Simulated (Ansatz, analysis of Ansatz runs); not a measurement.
**Reproducing a measured migration barrier: interstitial H in hcp Zr, hop from a tetrahedral to the next octahedral site**

Aim: the migration barrier of interstitial H in hcp Zr, hop from a tetrahedral to the next octahedral site, to be set beside the measurement. Set-up: PBE, 36-site cell, PBE lattice, 420 eV, k: 3x3x3 Gamma-centred, zero-point energy of the moving atom added. The model is a cell of 36 host atoms with 1 H put in. The barrier is the energy of the highest image of a climbing band over the relaxed site that the atom leaves.

**The experiment.** Migration barrier: 0.427 eV, by diffusion measurements (T > 250 K); average of cited values (quoted in “Explainable Machine Learning for Hydrogen Diffusion in Metals and Random Binary Alloys”, 2023, G. M. Lu et al., quoting earlier work (1960)). The runs below try to reproduce this.

Program: Ansatz 0.2.0. Level of theory: plane-wave PAW DFT, PBE; relaxation of all atoms of a defect supercell. Results are calculated unless marked as measured.

### Step 1. The starting structure

The cell holds 37 atoms: 36 Zr and 1 H. Cell: a = 9.702 Å, b = 9.702 Å, c = 10.336 Å, α = 90.0°, β = 90.0°, γ = 120.0°. It derives from Zr (space group P6_3/mmc). Nearest the centre at fractional (0.444, 0.556, 0.438): H37 at 0.00 Å, Zr19 at 1.94 Å, Zr22 at 1.98 Å, Zr6 at 1.98 Å, Zr18 at 1.98 Å, Zr17 at 3.23 Å, Zr23 at 3.77 Å, Zr7 at 3.77 Å.

The host's primitive cell comes from a first run (plane-wave PAW DFT, PBE; relaxation of the host's cell and atoms): vectors of 3.234, 3.234 and 5.168 Å. That is 23.41 Å³ an atom, 0.5 % over the diffraction cell's volume. The supercell is built on it.

### Step 2. Relaxation, charge 0

A barrier counts from a true minimum, so both ends of the jump are relaxed first.

start/input.yaml reads:

```yaml
relax:
  f_tol: 0.02
  max_steps: 80
  escape_saddle: false
crystal:
  lattice:
    - [9.70246385, 0.0, 0.0]
    - [-4.85123193, 8.40258017, 0.0]
    - [0.0, 0.0, 10.33576951]
  atoms:
    - { symbol: Zr, position: [0.111111111, 0.222222222, 0.125] }
    - { symbol: Zr, position: [0.222222222, 0.111111111, 0.375] }
    - { symbol: Zr, position: [0.111111111, 0.222222222, 0.625] }
    - { symbol: Zr, position: [0.222222222, 0.111111111, 0.875] }
    - { symbol: Zr, position: [0.111111111, 0.555555556, 0.125] }
    - { symbol: Zr, position: [0.222222222, 0.444444444, 0.375] }
    - { symbol: Zr, position: [0.111111111, 0.555555556, 0.625] }
    - { symbol: Zr, position: [0.222222222, 0.444444444, 0.875] }
    - { symbol: Zr, position: [0.111111111, 0.888888889, 0.125] }
    - { symbol: Zr, position: [0.222222222, 0.777777778, 0.375] }
    - { symbol: Zr, position: [0.111111111, 0.888888889, 0.625] }
    - { symbol: Zr, position: [0.222222222, 0.777777778, 0.875] }
    - { symbol: Zr, position: [0.444444444, 0.222222222, 0.125] }
    - { symbol: Zr, position: [0.555555556, 0.111111111, 0.375] }
    - { symbol: Zr, position: [0.444444444, 0.222222222, 0.625] }
    - { symbol: Zr, position: [0.555555556, 0.111111111, 0.875] }
    - { symbol: Zr, position: [0.444444444, 0.555555556, 0.125] }
    - { symbol: Zr, position: [0.555555556, 0.444444444, 0.375] }
    - { symbol: Zr, position: [0.444444444, 0.555555556, 0.625] }
    - { symbol: Zr, position: [0.555555556, 0.444444444, 0.875] }
    - { symbol: Zr, position: [0.444444444, 0.888888889, 0.125] }
    - { symbol: Zr, position: [0.555555556, 0.777777778, 0.375] }
    - { symbol: Zr, position: [0.444444444, 0.888888889, 0.625] }
    - { symbol: Zr, position: [0.555555556, 0.777777778, 0.875] }
    - { symbol: Zr, position: [0.777777778, 0.222222222, 0.125] }
    - { symbol: Zr, position: [0.888888889, 0.111111111, 0.375] }
    - { symbol: Zr, position: [0.777777778, 0.222222222, 0.625] }
    - { symbol: Zr, position: [0.888888889, 0.111111111, 0.875] }
    - { symbol: Zr, position: [0.777777778, 0.555555556, 0.125] }
    - { symbol: Zr, position: [0.888888889, 0.444444444, 0.375] }
    - { symbol: Zr, position: [0.777777778, 0.555555556, 0.625] }
    - { symbol: Zr, position: [0.888888889, 0.444444444, 0.875] }
    - { symbol: Zr, position: [0.777777778, 0.888888889, 0.125] }
    - { symbol: Zr, position: [0.888888889, 0.777777778, 0.375] }
    - { symbol: Zr, position: [0.777777778, 0.888888889, 0.625] }
    - { symbol: Zr, position: [0.888888889, 0.777777778, 0.875] }
    - { symbol: H, position: [0.444444001, 0.555555999, 0.4375] }
basis:
  ecutwfc: 420
  xc_grid: 2
hamiltonian:
  xc: pbe
kpoints:
  mp_grid: { grid: [3, 3, 3] }
scf:
  occupations: { method: methfessel_paxton, width: 0.1 }
  max_iter: 120
output:
  forces: true
checkpoint:
  write: "../start.run"
  compress: false
  write_wavefunctions: true
  write_every: 100000
```

Run with:

```sh
$ ansatz run input.yaml --threads 4 --pin off --max-ram 14131MiB --backend cpu --events-out ev --progress --plain --runs-dir out
```

Numbers of over 12 decimals in the logs are rounded to 6 here.

The log of the run:

```text
[... repeated set-up lines and file paths are left out, and long positions are rounded to six places ...]
Warning: the atoms were moved onto the symmetric positions of the space group found under crystal.symmetry.tolerance 1.0e-5 (fractional; [...]
Engine: ansatz 0.2.0, aarch64-unknown-linux-gnu
Pseudopotentials: kind: paw
Pseudopotential: Zr, paw, valence charge 12, recommended cutoff 420 eV (normal), Zr.paw.azcp
Pseudopotential: H, paw, valence charge 1, recommended cutoff 420 eV (normal), H.paw.azcp
Functional definition: PBE
  parameter kappa = 0.804
  parameter beta = 0.066725
  exchange = pbe_x(kappa = kappa, mu = beta*pi^2/3)
  correlation = pbe_c(beta = beta)
Crystal: 37 atoms, lattice volume = 842.631 Å³
Basis set: ecut = 420 eV, 16439 PW (Γ), exchange–correlation on 144×144×144 points (8 copies of the dense FFT grid, shifted against one another)
Bands: 260, of which v1, the nominal top of the filled ones, is band 217 counted from 1 (216 counted from 0)
Symmetry: 6 space group operations
Space group: P3m1 (ITA 156), of the structure as read, at distance tolerance 9.4e-5 Å
k-points: 7 of 27 (time reversal used)
Non-local potential: Zr, projectors of the file, l = 0: 3, l = 1: 2, l = 2: 2, l = 3: 2
Non-local potential: H, projectors of the file, l = 0: 2, l = 1: 1
PAW form: soft (Blöchl's): semilocal exchange-correlation on the pseudo side does not see the compensation charge
PAW one-centre angular grid: Zr, 590 points (default); XC on 64 Gauss nodes
PAW one-centre angular grid: H, 110 points (default); XC on 64 Gauss nodes
Initial density: superposition of atomic densities (neutral atoms: chi_scale 0, normalization atom), corrected by the library's trained network
Initial wavefunctions: pseudopotential atomic-orbital guess
Functional: x = pbe(κ = 0.804, μ = 0.219515), c = pbe(β = 0.066725)
SCF iter   1: F=—  HF=-150634.446056 eV  |F-HF|=—  |Δ(HF+E_count)|=         —  Δρ=4.44e-3  dr2=7.84e-1  ethr=1.77e-3  ⟨swp⟩=6.9  Hψ=7335  notcnv=0
preconditioner: auto → Kerker (q_TF=auto, 2.442 Å⁻¹)  [metal: Δε(μ)=0.014 eV  Ē_g=2.544 eV  σ=0.100 eV  W_gap=0.12  n_scr=212 (ndim 8)  ℏωp=15.4 eV  f_vac=0.000  D(μ)=31.20/eV (n_scr^D=236)]
SCF iter   2: F=—  HF=-150634.422859 eV  |F-HF|=—  |Δ(HF+E_count)|=   2.32e-2  S|Δr|=    0.00e0  Δρ=2.25e-3  dr2=4.97e-2  ethr=1.81e-4  ⟨swp⟩=1.6  Hψ=2107  notcnv=0
SCF iter   3: F=—  HF=-150634.423479 eV  |F-HF|=—  |Δ(HF+E_count)|=   6.20e-4  S|Δr|=    0.00e0  Δρ=9.37e-4  dr2=9.45e-3  ethr=1.15e-5  ⟨swp⟩=2.0  Hψ=1827  notcnv=0
SCF iter   4: F=—  HF=-150634.423232 eV  |F-HF|=—  |Δ(HF+E_count)|=   2.47e-4  S|Δr|=    0.00e0  Δρ=1.58e-4  dr2=5.07e-4  ethr=2.18e-6  ⟨swp⟩=2.1  Hψ=2188  notcnv=0
SCF iter   5: F=—  HF=-150634.423188 eV  |F-HF|=—  |Δ(HF+E_count)|=   4.41e-5  S|Δr|=    0.00e0  Δρ=6.54e-5  dr2=8.78e-5  ethr=1.17e-7  ⟨swp⟩=2.6  Hψ=2733  notcnv=0
SCF iter   6: F=-150634.423181 eV  HF=-150634.423181 eV  |F-HF|=6.90e-7  |Δ(HF+E_count)|=   6.84e-6  S|Δr|=    0.00e0  Δρ=1.61e-5  dr2=2.38e-6  ethr=2.31e-9  ⟨swp⟩=2.9  Hψ=5895  notcnv=0
SCF 1 converged in 6 iterations: F = -150634.423181 eV  dr2 = 2.38e-6
  greatest PAW one-centre occupation: 0.996 electrons in one spin orbital (limit 2), on the Zr atom at site 31 (counted from 0), in its partial waves of l = 0
relax step   1: F+E_penalty+E_count = -150634.42318055 eV  Δ(F+E_penalty+E_count) = +0.000e0 eV  max|allowed force component| = 1.122e0 eV/Å  Δτ_max = 0.0000 Å  (6 SCF iters, dr2 threshold 1.00e-5 eV, accepted)
[... the SCF cycles and remarks between the steps are left out from here to the last step ...]
relax step   2: F+E_penalty+E_count = -150634.37856339 eV  Δ(F+E_penalty+E_count) = +4.462e-2 eV  max|allowed force component| = 1.189e0 eV/Å  Δτ_max = 0.1984 Å  (6 SCF iters, dr2 threshold 7.87e-5 eV, rejected (line search))
relax step   3: F+E_penalty+E_count = -150634.52475475 eV  Δ(F+E_penalty+E_count) = -1.016e-1 eV  max|allowed force component| = 5.144e-2 eV/Å  Δτ_max = 0.0865 Å  (9 SCF iters, accepted)
relax step   4: F+E_penalty+E_count = -150634.52587546 eV  Δ(F+E_penalty+E_count) = -1.121e-3 eV  max|allowed force component| = 3.265e-2 eV/Å  Δτ_max = 0.0064 Å  (6 SCF iters, accepted)
SCF iter   1: F=—  HF=-150634.526450 eV  |F-HF|=—  |Δ(HF+E_count)|=         —  Δρ=1.85e-4  dr2=6.56e-4  ethr=2.49e-6  ⟨swp⟩=4.0  Hψ=3510  notcnv=0  defer=89
SCF iter   2: F=—  HF=-150634.526381 eV  |F-HF|=—  |Δ(HF+E_count)|=   6.93e-5  S|Δr|=    0.00e0  Δρ=1.02e-4  dr2=1.31e-4  ethr=1.51e-7  ⟨swp⟩=1.7  Hψ=2154  notcnv=0  defer=89
SCF iter   3: F=—  HF=-150634.526367 eV  |F-HF|=—  |Δ(HF+E_count)|=   1.37e-5  S|Δr|=    0.00e0  Δρ=2.98e-5  dr2=1.82e-5  ethr=3.02e-8  ⟨swp⟩=2.0  Hψ=2226  notcnv=0  defer=89
SCF iter   4: F=—  HF=-150634.526199 eV  |F-HF|=—  |Δ(HF+E_count)|=   1.68e-4  S|Δr|=    0.00e0  Δρ=6.60e-6  dr2=5.33e-7  ethr=4.20e-9  ⟨swp⟩=2.4  Hψ=2282  notcnv=0  defer=89
SCF iter   5: F=—  HF=-150634.526199 eV  |F-HF|=—  |Δ(HF+E_count)|=   7.63e-9  S|Δr|=    0.00e0  Δρ=2.67e-6  dr2=1.11e-7  ethr=2.31e-11  ⟨swp⟩=5.6  Hψ=5650  notcnv=0
SCF iter   6: F=-150634.526199 eV  HF=-150634.526199 eV  |F-HF|=2.21e-9  |Δ(HF+E_count)|=   7.68e-9  S|Δr|=    0.00e0  Δρ=5.39e-7  dr2=4.10e-9  ethr=2.31e-11  ⟨swp⟩=4.0  Hψ=4066  notcnv=0
SCF 5 converged in 6 iterations: F = -150634.526199 eV  dr2 = 4.10e-9
relax step   5: F+E_penalty+E_count = -150634.52619922 eV  Δ(F+E_penalty+E_count) = -3.238e-4 eV  max|allowed force component| = 1.028e-2 eV/Å  Δτ_max = 0.0062 Å  (6 SCF iters, accepted)
NSCF: frozen V_eff on 7 k-points
the band table was solved once a step of the walk had ended and its energy, with any forces and stress, was formed, with the checks that follow a solve (6117 applications of the Hamiltonian). They found nothing against the state; [...]
SCF converged after 6 iterations
Stability not checked: this state was not tested for a lower state beside it, because cold or Methfessel-Paxton smearing, or corrected tetrahedra, fill the levels in a way that the test cannot read (fill_not_monotonic; see scf.lower_state_search)
Free energy (F): -150634.526199 eV
Harris-Foulkes:  -150634.526199 eV  (|F-HF|=2.21e-9)
Internal energy: -150634.544765 eV  (E = F + TS)
E sigma→0 (E₀):  -150634.530841 eV
Entropy (-TS):   0.018566 eV (0.502 meV/atom)
Fermi energy:    13.961287 eV
--- Per-component energies (eV) ---
  E_band       = -3515.117808
  E_kinetic    = 11987.675213
  E_local      = -22638.300141  (includes V_loc(G=0)·N_el)
  E_nonlocal   = 2898.042964
  E_hartree    = 7006.772338
  E_xc         = -5822.018035
  E_vxc        = -6875.985059  (∫ρ·V_xc dr)
  E_paw        = -106348.341707  (= ΣΔE_a)
  E_vpaw       = -2900.095099  (= ΣTr[D̂ρ^β])
  E_aug_tail   = -0.000421  (compensation charges beyond the density's cutoff)
  E_ewald      = -37718.374975
  E_smearing   = 0.018566  (= −TS)
  E_closure    = -0.000000  (closes the sum)
  Σ components = -150634.526199   (vs F -150634.526199, Δ=0.00e0)
--- Forces (eV/Å), atoms counted from 1 ---
  atom   1  Zr    -0.00038977     0.00089087    -0.00002628
  atom   2  Zr     0.00000000    -0.00303664     0.00039192
  atom   3  Zr     0.00045912    -0.00122580    -0.00096012
  atom   4  Zr    -0.00000000     0.00316350     0.00087611
  atom   5  Zr     0.00057663    -0.00078298    -0.00002628
  atom   6  Zr     0.00157738     0.00091070    -0.00115045
  atom   7  Zr    -0.00083202     0.00101051    -0.00096012
  atom   8  Zr    -0.00152525    -0.00088061    -0.00114046
  atom   9  Zr    -0.00000000     0.00000000    -0.00106055
  atom  10  Zr    -0.00262981     0.00151832     0.00039192
  atom  11  Zr    -0.00000000     0.00000000     0.00023884
  atom  12  Zr     0.00273967    -0.00158175     0.00087611
  atom  13  Zr     0.00038977     0.00089087    -0.00002628
  atom  14  Zr     0.00373690     0.00215750     0.00108119
  atom  15  Zr    -0.00045912    -0.00122580    -0.00096012
  atom  16  Zr    -0.00360212    -0.00207968     0.00084742
  atom  17  Zr    -0.00000000     0.00000000     0.00305278
  atom  18  Zr    -0.00157738     0.00091070    -0.00115045
  atom  19  Zr     0.00000000    -0.00000000     0.01028205
  atom  20  Zr     0.00152525    -0.00088061    -0.00114046
  atom  21  Zr     0.00096640    -0.00010789    -0.00002628
  atom  22  Zr     0.00000000    -0.00182140    -0.00115045
  atom  23  Zr    -0.00129113     0.00021529    -0.00096012
  atom  24  Zr    -0.00000000     0.00176121    -0.00114046
  atom  25  Zr    -0.00000000     0.00000000    -0.00126268
  atom  26  Zr    -0.00373690     0.00215750     0.00108119
  atom  27  Zr    -0.00000000     0.00000000     0.00070877
  atom  28  Zr     0.00360212    -0.00207968     0.00084742
  atom  29  Zr    -0.00057663    -0.00078298    -0.00002628
  atom  30  Zr     0.00000000    -0.00431500     0.00108119
  atom  31  Zr     0.00083202     0.00101051    -0.00096012
  atom  32  Zr    -0.00000000     0.00415937     0.00084742
  atom  33  Zr    -0.00096640    -0.00010789    -0.00002628
  atom  34  Zr     0.00262981     0.00151832     0.00039192
  atom  35  Zr     0.00129113     0.00021529    -0.00096012
  atom  36  Zr    -0.00273967    -0.00158175     0.00087611
  atom  37  H     -0.00000000     0.00000000    -0.00874938
  max |Σ_I F_I| component: 8.63e-6 eV/Å
--- Band table (eV; the first three rows and the last of 7) ---
  k-point 0: bands = ["-34.9067", "-34.8457", "-34.8373", "-34.8373", [... 252 left out ...] "14.9415", "14.9415", "14.9559", "15.0700"]
  k-point 1: bands = ["-34.8992", "-34.8672", "-34.8363", "-34.8363", [... 252 left out ...] "15.1135", "15.1417", "15.1417", "15.1523"]
  [... further k-points left out ...]
--- Relaxed structure (5 steps of the walk, 4 accepted, 0 SCFs on fresh bases) ---
  F+E_penalty+E_count = -150634.52619922 eV   max|allowed force component| = 1.028e-2 eV/Å
  atoms:
    - { symbol: Zr, position: [0.110547, 0.221177, 0.124718] }
    - { symbol: Zr, position: [0.221752, 0.110170, 0.374352] }
    - { symbol: Zr, position: [0.110265, 0.222598, 0.625777] }
    - { symbol: Zr, position: [0.222616, 0.111899, 0.873981] }
    - { symbol: Zr, position: [0.110547, 0.556037, 0.124718] }
    - { symbol: Zr, position: [0.217931, 0.442299, 0.371430] }
    - { symbol: Zr, position: [0.110265, 0.554333, 0.625777] }
    - { symbol: Zr, position: [0.219491, 0.443079, 0.875574] }
    - { symbol: Zr, position: [0.111111, 0.888889, 0.123759] }
    - { symbol: Zr, position: [0.221752, 0.778248, 0.374352] }
    - { symbol: Zr, position: [0.111111, 0.888889, 0.624247] }
    - { symbol: Zr, position: [0.222616, 0.777384, 0.873981] }
    - { symbol: Zr, position: [0.443963, 0.221177, 0.124718] }
    - { symbol: Zr, position: [0.555125, 0.110896, 0.375780] }
    - { symbol: Zr, position: [0.445667, 0.222598, 0.625777] }
    - { symbol: Zr, position: [0.555774, 0.111220, 0.876075] }
    - { symbol: Zr, position: [0.444444, 0.555556, 0.121264] }
    - { symbol: Zr, position: [0.557701, 0.442299, 0.371430] }
    - { symbol: Zr, position: [0.444444, 0.555556, 0.632596] }
    - { symbol: Zr, position: [0.556921, 0.443079, 0.875574] }
    - { symbol: Zr, position: [0.443963, 0.889453, 0.124718] }
    - { symbol: Zr, position: [0.557701, 0.782069, 0.371430] }
    - { symbol: Zr, position: [0.445667, 0.889735, 0.625777] }
    - { symbol: Zr, position: [0.556921, 0.780509, 0.875574] }
    - { symbol: Zr, position: [0.777778, 0.222222, 0.128655] }
    - { symbol: Zr, position: [0.889104, 0.110896, 0.375780] }
    - { symbol: Zr, position: [0.777778, 0.222222, 0.626537] }
    - { symbol: Zr, position: [0.888780, 0.111220, 0.876075] }
    - { symbol: Zr, position: [0.778823, 0.556037, 0.124718] }
    - { symbol: Zr, position: [0.889104, 0.444875, 0.375780] }
    - { symbol: Zr, position: [0.777402, 0.554333, 0.625777] }
    - { symbol: Zr, position: [0.888780, 0.444226, 0.876075] }
    - { symbol: Zr, position: [0.778823, 0.889453, 0.124718] }
    - { symbol: Zr, position: [0.889830, 0.778248, 0.374352] }
    - { symbol: Zr, position: [0.777402, 0.889735, 0.625777] }
    - { symbol: Zr, position: [0.888101, 0.777384, 0.873981] }
    - { symbol: H, position: [0.444444, 0.555556, 0.435894] }
```

Wall time 4.2 min (4 threads of Arm Neoverse V2, shared host); peak memory 5 GiB; 17 min of CPU time.

Relaxation path:

```
step  energy less that of the first step (eV)  largest force component (eV/Å)
   1                                   0.0000                          1.1219
   2                                   0.0446                          1.1887
   3                                  -0.1016                          0.0514
   4                                  -0.1027                          0.0326
   5                                  -0.1030                          0.0103
```

Relaxation step 2 was tried and not accepted.

Forces are held to the 6 operations that the run works with; a distortion that breaks them can't arise in this run.

The atoms that moved most (Å):

```
atom      dx      dy      dz  length
Zr19   0.000   0.000   0.079   0.079
Zr22   0.000   0.036  -0.037   0.052
 Zr6  -0.031  -0.018  -0.037   0.052
Zr18   0.031  -0.018  -0.037   0.052
Zr17   0.000   0.000  -0.039   0.039
Zr25   0.000   0.000   0.038   0.038
 Zr8  -0.020  -0.011   0.006   0.024
Zr24   0.000   0.023   0.006   0.024
```

Neighbours of H37 at the end:

```
atom  distance (Å)
 Zr6         2.017
Zr18         2.017
Zr22         2.017
Zr19         2.033
Zr17         3.252
 Zr7         3.785
Zr31         3.785
Zr35         3.785
Zr15         3.785
 Zr3         3.785
Zr23         3.785
 Zr2         3.796
Zr34         3.796
Zr10         3.796
```

This step gave:

```
free energy      : -150634.5262 eV
smearing term TS : -0.01857 eV
```

The series, run alike:

```
                 run    outcome  energy less the first (eV)  moment (μB)     time
relaxation, charge 0  converged                      0.0000         0.00  4.2 min
relaxation, charge 0  converged                      0.0772         0.00     99 s
```

The relaxation ends 2.8 meV an atom lower, with a largest force component of 0.010 eV/Å.

(Continued in part 2 of 3.)

[Logs are printed without paths, hosts, clocks, repeated set-up lines and the standing remarks that a program may print on its own settings, such as how far it seeks lower states.]

[Hosts, paths, dates, database ids (printed as entryN), source tags and the programs' standing remarks are cut or masked in the printed files.]

[For some hosts the program warned that the k-mesh of the response run may be too coarse for force constants and the static dielectric constant; such warnings are not shown here.]
